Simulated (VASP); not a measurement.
# SnTe in VASP: one cell, several levels of theory

What does VASP give for SnTe built on the rocksalt prototype, under -4.0 % biaxial strain in x and y, free along z, the cell held fixed? Runs: PBE, r2SCAN.

The runs shown are made with VASP 6.6.1. PAW datasets, plane waves. No spin polarisation and no zero-point or thermal motion.

## (1) The system as given

The cell comes from an earlier relaxation with r2SCAN in another program, then strained, with the atoms relaxed again.

The symmetry is I4/mmm (No. 139, tetragonal); a = 4.330 Å, c = 6.410 Å in the conventional setting, 30.05 Å³ an atom. Around Sn lie 6 Te at 3.06–3.21 Å; around Te lie 6 Sn at 3.06–3.21 Å.

Structure file:

Space group I4/mmm (No. 139). a = 4.330 Å, b = 4.330 Å, c = 6.410 Å, α = 90.00°, β = 90.00°, γ = 90.00°
```tsv
atom	site	symmetry	x	y	z
Sn	2a	4/mmm	0.0000	0.0000	0.0000
Te	2b	4/mmm	0.5000	0.5000	0.0000
```

## (2) PBE at this geometry

INCAR

```
ENCUT = 520.000000
SIGMA = 0.020000
EDIFF = 1.00e-07
GGA = PE
PREC = Accurate
IBRION = -1
ISIF = 2
ISMEAR = -1
NBANDS = 17
NELM = 120
NSW = 0
LASPH = .TRUE.
LCHARG = .FALSE.
LWAVE = .FALSE.
LREAL = .FALSE.
```

KPOINTS

```
KPOINTS created by Atomic Simulation Environment
0
Gamma
8 8 8
0 0 0
```

KPOINTS_OPT

```
special points
8
Reciprocal
0.0000000000 0.0000000000 0.0000000000 1
0.5000000000 0.0000000000 0.5000000000 1
0.6250000000 0.2500000000 0.6250000000 1
0.3750000000 0.3750000000 0.7500000000 1
0.5000000000 0.5000000000 0.5000000000 1
0.5000000000 0.2500000000 0.7500000000 1
0.1940100000 0.1940100000 0.3880210000 1
-0.0175780000 0.0139970000 0.4935710000 1
```

POSCAR

```
Sn Te
 1.0000000000000000
     0.0000000000000000    3.0617571315999998    3.2052120372999999
     3.0617571315999998    0.0000000000000000    3.2052120372999999
     3.0617571315999998    3.0617571315999998    0.0000000000000000
 Sn  Te
   1   1
Cartesian
  0.0000000000000000  0.0000000000000000  0.0000000000000000
  3.0617571315999994  3.0617571315999994  3.2052120372999999
```

Potentials: the recommended PBE PAW datasets, 20 valence electrons in the neutral cell.

The run is started by

```sh
$ mpirun -np 1 vasp_std
```

## (3) r2SCAN at this geometry

INCAR, as its differences from that of step 2:

```diff
@@ -3,3 +3,4 @@
 EDIFF = 1.00e-07
-GGA = PE
+ALGO = Normal
+METAGGA = R2SCAN
 PREC = Accurate
```

KPOINTS is that of step 2.

KPOINTS_OPT is that of step 2.

POSCAR is that of step 2.

Q: Predict the outcome of this session. Wanted: for each run, gap; pressure.

**Answer**, as computed:

| level | gap (eV) | pressure (GPa) |
| --- | --- | --- |
| PBE | -0.09 | 4.79 |
| r2SCAN | 0.00 | 4.05 |

A negative gap is an overlap of bands.

No gap over 0.02 eV opens at any of these levels. Spin-orbit coupling is left out, though the cell holds Te (Z = 52); in an element this heavy it can shift bands and gaps by tenths of an eV. The pressure is highest with PBE (4.8 GPa) and lowest with r2SCAN (4.1 GPa), which orders the cells that they would relax to.
